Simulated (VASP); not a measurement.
A run of VASP 6.6.1:

INCAR

```
SYSTEM = NaH
PREC     = Accurate       ! precision mode
ENCUT    = 600            ! plane-wave cutoff, eV
EDIFF    = 1E-7           ! SCF threshold, eV
ISMEAR   = 0              ! smearing method
SIGMA    = 0.02           ! smearing width, eV
LREAL    = .False.        ! projectors in reciprocal space
LASPH    = .True.         ! aspherical terms in the spheres
NELM     = 60             ! most SCF steps
ALGO     = Normal         ! electronic algorithm
ISIF     = 3              ! what is computed and relaxed
LWAVE    = .False.        ! write WAVECAR
LCHARG   = .False.        ! write CHGCAR
GGA      = CA             ! functional
IBRION   = 2              ! ionic algorithm
NSW      = 100            ! ionic steps
EDIFFG   = -0.005         ! ionic threshold
```

KPOINTS

```
regular mesh
0
Gamma
  8 8 8
  0 0 0
```

POSCAR

```
NaH
1.0
    0.0000000000      2.4400000000      2.4400000000
    2.4400000000      0.0000000000      2.4400000000
    2.4400000000      2.4400000000      0.0000000000
Na H
1 1
Direct
    0.0000000000      0.0000000000      0.0000000000
    0.5000000000      0.5000000000      0.5000000000
```

Potentials or basis: VASP PAW LDA potentials, release 64 (Na_pv, H).

Launch:

```sh
$ cat potpaw_LDA.64/Na_pv/POTCAR potpaw_LDA.64/H/POTCAR > POTCAR
$ mpirun -np 1 vasp_std > vasp.out
```

Hardware: 1 thread of Intel(R) Xeon(R) 6975P-C (Granite Rapids), on a shared host.

Q: Estimate the wall time of this run.

A: Run time: 9.9 s on 1 thread of Intel(R) Xeon(R) 6975P-C (Granite Rapids), on a shared host, peak memory 0.13 GiB. Counts: scf iterations 40, k points 29, ion steps 5.
